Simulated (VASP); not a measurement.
Input of a VASP 6.6.1 run:

The input INCAR:

```
AGGAC = 1.0 ; AGGAX = 1.0
ALDAC = 0.0 ; ALDAX = 1.0
ALGO = Normal ; EDIFF = 1E-7
EDIFFG = -0.01 ; ENCUT = 600
GGA = B5 ; IBRION = 2
ISIF = 3 ; ISMEAR = -1
LASPH = T ; LCHARG = F
LREAL = F ; LWAVE = F
NELM = 100 ; NSW = 40
PREC = Accurate ; SIGMA = 0.05
```

File KPOINTS:

```
k-points
0
Gamma
  13 13 13
```

The input POSCAR:

```
BN
1.0
    0.0000000000      1.8130010000      1.8130010000
    1.8130010000      0.0000000000      1.8130010000
    1.8130010000      1.8130010000      0.0000000000
N B
1 1
Direct
    0.2500000000      0.2500000000      0.2500000000
    0.0000000000      0.0000000000      0.0000000000
```

Potentials or basis: VASP PAW PBE potentials, release 64 (N, B).

The run is started by

```sh
$ cat potpaw_PBE.64/N/POTCAR potpaw_PBE.64/B/POTCAR > POTCAR
$ mpirun -np 1 vasp_std > vasp.out
```

Task: Predict the band gap on the k mesh.

Result: 4.91 eV, indirect (least direct gap 8.81 eV).

Task: Estimate the space group after relaxing (to 0.05 Å).

Result: F-43m (No. 216).

Task: Estimate the relaxed cell.

Result: a = 2.578 Å, b = 2.578 Å, c = 2.578 Å, α = 60.00°, β = 60.00°, γ = 60.00°.

Task: Predict the relaxed volume.

Result: 6.06 Å³/atom.

Final structure:
```yaml
crystal:
  lattice:
    - [0.00000, 1.82291, 1.82291]
    - [1.82291, 0.00000, 1.82291]
    - [1.82291, 1.82291, 0.00000]
  atoms:
    - { symbol: N, position: [0.25000, 0.25000, 0.25000] }
    - { symbol: B, position: [0.00000, 0.00000, 0.00000] }
```

Caveat: the PAW data sets were made with another functional, which shifts forces and pressure a little; an odd mesh through Γ misses points on the zone boundary, where band edges often lie.
